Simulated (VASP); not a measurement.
## GaN in VASP 6.6.1, single-point calculation

INCAR

```
SIGMA = 0.02
NSW = 0
NELM = 97
EDIFF = 1E-7
LCHARG = .FALSE.
LREAL = .FALSE.
ISIF = 2
LWAVE = .FALSE.
ICHARG = 11
LASPH = .TRUE.
PREC = Accurate
ENCUT = 520
ISMEAR = -1
GGA = PE
IBRION = -1
NBANDS = 26
```

KPOINTS

```
KPOINTS created by Atomic Simulation Environment
0
Gamma
12 12 6
0 0 0
```

POSCAR

```
Ga N
 1.0000000000000000
     3.3712737214827349    0.0000000000288674    0.0000000000000000
    -1.6856368607663674    2.9196086859005188    0.0000000000000000
     0.0000000000000000    0.0000000000000000    5.0401628547000001
 Ga  N
   2   2
Cartesian
 -0.0000000000166664  1.9464057906099683 -0.0354386205149122
  1.6856368607330345  0.9732028953194178  2.4846428068350881
 -0.0000000000166664  1.9464057906099683  1.9254996910274125
  1.6856368607330345  0.9732028953194178  4.4455811183774134
```

The recommended PBE PAW datasets give the neutral cell 36 valence electrons.

Command

```
mpirun -np 1 vasp_std
```

Standard output (part)

```
POSCAR found type information on POSCAR GaN
 POSCAR found :  2 types and       4 ions
 LDA part: xc-table for (Slater+PW92), standard interpolation
 WARNING: stress and forces are not correct
 POSCAR, INCAR and KPOINTS ok, starting setup
 WAVECAR not read
 WARNING: CHGCAR is incomplete
|     EEEEEEE  RRRRRR   RRRRRR   OOOOOOO  RRRRRR      ###     ###     ###     |
|     E        R     R  R     R  O     O  R     R     ###     ###     ###     |
|     E        R     R  R     R  O     O  R     R     ###     ###     ###     |
|     EEEEE    RRRRRR   RRRRRR   O     O  RRRRRR       #       #       #      |
|     E        R    R   R    R   O     O  R    R      ###     ###     ###     |
|     EEEEEEE  R     R  R     R  OOOOOOO  R     R     ###     ###     ###     |
|     ERROR: charge density could not be read from file CHGCAR for            |
|     ICHARG>10                                                               |
|       ---->  I REFUSE TO CONTINUE WITH THIS SICK JOB ... BYE!!! <----       |
```

VASP stopped before the first electronic step.

The fault: density file missing or never updated.

The run took about 1.2 s on one core of a shared host (Intel Xeon Platinum 8488C).
